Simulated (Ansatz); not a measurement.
The system is TiO.

```xyz
6
Lattice="4.9891 0.0000 0.0000 -2.4945 4.3207 0.0000 0.0000 0.0000 2.8733" Properties=species:S:1:pos:R:3 pbc="T T T"
Ti    0.0000    0.0000    0.0000
Ti    0.0000    2.8805    1.4367
Ti    2.4945    1.4402    1.4367
O    -0.9839    1.7043    0.0000
O     1.9679    0.0000    0.0000
O     1.5106    2.6164    0.0000
```

The cell comes from a database or a generator and needn't be the stable form of this composition.

Base run:

* Program: Ansatz 0.2.0
* Functional: r2SCAN
* Potentials or basis: Ansatz PAW
* Cutoff: 500 eV
* Density cutoff: 2000 eV
* k mesh: 6 × 6 × 9
* Occupations: fermi-dirac, width 0.05 eV
* Spin: no spin polarisation

Its results: band gap on the k mesh none (metal or under the smearing width); pressure -1.5 GPa; largest force 0.038 eV/Å.

Problem. The run is repeated on the same cell with these changes: functional from r2SCAN to PBEsol; cutoff from 500 eV to 420 eV; density cutoff from 2000 eV to 1680 eV. What comes out?

Solution. Band gap on the k mesh none (metal or under the smearing width); pressure -5.8 GPa; largest force 0.029 eV/Å.

Caveats: semilocal functionals often make such compounds metallic where correlation or magnetic order opens a gap, which also shifts bond lengths; the PAW data sets come from PBE, with cores solved anew for the run's functional, which leaves a small shift of forces and pressure.

Not every run made on this cell is shown here.
